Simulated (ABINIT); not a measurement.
# NaF (Villiaumite) in ABINIT: the effect of potentials

Crystal: NaF (Villiaumite).

```xyz
2
Lattice="0.0000 2.3200 2.3200 2.3200 0.0000 2.3200 2.3200 2.3200 0.0000" Properties=species:S:1:pos:R:3 pbc="T T T"
Na    0.0000    0.0000    0.0000
F     2.3200    2.3200    2.3200
```

Alike in all runs:

* Program: ABINIT 10.8.3 (patched build)
* Task: single point
* Functional: r2SCAN
* k mesh: 10 × 10 × 10
* Occupations: fermi-dirac, width 0.05 eV
* Spin: no spin polarisation

```csv
potentials,cutoff,gap on the mesh (eV),pressure (GPa)
"Ansatz PAW PBE default generated set, frozen core",517 eV,7.11,-1.6
JTH PAW PBE v2.0,1306 eV,7.10,-1.0
Ansatz NC r2SCAN,1497 eV,7.14,-1.6
SG15 NC PBE v1.2,1306 eV,7.16,-0.9
PseudoDojo NC SR PBE v0.4.1 standard,1442 eV,?,?
```

Problem. What does the run with potentials PseudoDojo NC SR PBE v0.4.1 standard give?

Solution. gap on the mesh 6.96 eV; pressure -1.4 GPa.

Caveats: the PAW data sets were made with another functional, which shifts forces and pressure a little (some runs); the potentials were made for another functional, which shifts forces and pressure (some runs); the atomic spheres overlap (some runs); a meta-GGA on potentials with a model core is unreliable (some runs).

A k mesh can miss the band edges.

Runs at the PBE level aren't shown here.
